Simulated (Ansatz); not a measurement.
Runs of Ansatz 0.2.0 on Mo. Symmetry: Im-3m, No. 229, cubic system. The conventional cell has a = 3.168 Å, b = 3.168 Å, c = 3.168 Å, α = 90.00°, β = 90.00°, γ = 90.00°. Mo (site symmetry m-3m) has 8 Mo at 2.74 Å as nearest neighbours. 

```csv
task,level,cell,gap on the mesh (eV),pressure (GPa),relaxed volume (Å³/atom)
relaxation of cell and atoms,revPBE+D3(BJ),relaxed,none,0.0,15.09
single point,PBE,as given,none,-1.9,-
relaxation of cell and atoms,revPBE+D4,relaxed,none,0.0,(a)
single point,PBE,strained by -4 %,none,23.1,-
```

Alike in all rows: potentials or basis Ansatz PAW; no spin polarisation; k mesh 12 × 12 × 12; cutoff (eV) 420; smearing fermi-dirac 0.05 eV.

Task: Fill in the values left out.

Result: (a) 15.36.

Caveats: the plane-wave basis is chosen anew once the cell has moved, so the energies of steps on either side of that aren't comparable (some runs); pairwise dispersion overbinds metals, which lowers pressure and volume (some runs); the PAW data sets come from PBE, with cores solved anew for the run's functional, which leaves a small shift of forces and pressure (some runs).

A k mesh can miss the band edges, and the runs leave out spin-orbit coupling on Mo.

A gap of «none» marks a metal or a gap under the smearing width.
